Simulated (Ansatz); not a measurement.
Step by step: Gd, relaxation of cell and atoms

Computed with DFT, PBE, PAW with Ansatz's default frozen-core files, scalar-relativistic in Ansatz 0.2.0.

Command: `ansatz run input.yaml --threads 1 --pin off --max-ram 3072MiB --backend cpu --events-out ev --progress --plain --runs-dir out` The run took about 19 s on 1 thread of a shared machine.

```yaml
crystal:
  lattice:
    - [3.2195088072, 0.0, 0.0]
    - [0.0, 3.2195088072, 0.0]
    - [0.0, 0.0, 3.2195088072]
  atoms:
    - { symbol: Gd, position: [0.0, 0.0, 0.0], spin: 7.0 }
magnetization:
  spin_polarized: true
kpoints:
  mp_grid: { grid: [10, 10, 10] }
scf:
  occupations: { method: fermi_dirac, width: 0.05 }
hamiltonian:
  xc: pbe
  pseudopotentials: { kind: paw }
output:
  forces: true
  stress: true
  write_density: true
  write_potential: true
  elf: true
  volumetric_format: npy
relax:
  f_tol: 0.005
  max_steps: 80
  cell: {}
```

Semilocal functionals without a Hubbard term describe localised f shells poorly; where the shell is localised, the real material differs.

No spin–orbit coupling, which matters for the heavy atoms here.

The run is spin-polarised from parallel moments and ends with 7.87 μB in the cell; other orders may lie lower.

The cell is built from the sc type as a first guess.

The cutoff is 420 eV; energies and pressures of the walk include the program's estimate of the Pulay term.

Each frame lists the cell vectors (Å), then Cartesian positions (Å); symmetry keeps all forces zero. Free energies count from the first step, -9331.6226 eV.

The walk took 4 evaluations in all; steps that aren't listed are left out.

Step 1: E = 0.0 meV, P = 1.06 GPa

```
cell 3.2195 0.0000 0.0000 0.0000 3.2195 0.0000 0.0000 0.0000 3.2195
Gd    0.0000    0.0000    0.0000
```

Step 2: E = -3.7 meV, P = 0.25 GPa

```
cell 3.2504 0.0000 0.0000 0.0000 3.2504 0.0000 0.0000 0.0000 3.2504
Gd    0.0000    0.0000    0.0000
```

Question: How does the relaxation end?

Answer: It converges, with a = 3.260 Å, b = 3.260 Å, c = 3.260 Å, α = 90.00°, β = 90.00°, γ = 90.00° (conventional cell, space group Pm-3m). The last solve (on a basis chosen afresh for the final cell, so its energy is not quite comparable) gives E = -4.2 meV, P = 0.02 GPa:
```
cell 3.2602 0.0000 0.0000 0.0000 3.2602 0.0000 0.0000 0.0000 3.2602
Gd    0.0000    0.0000    0.0000
```
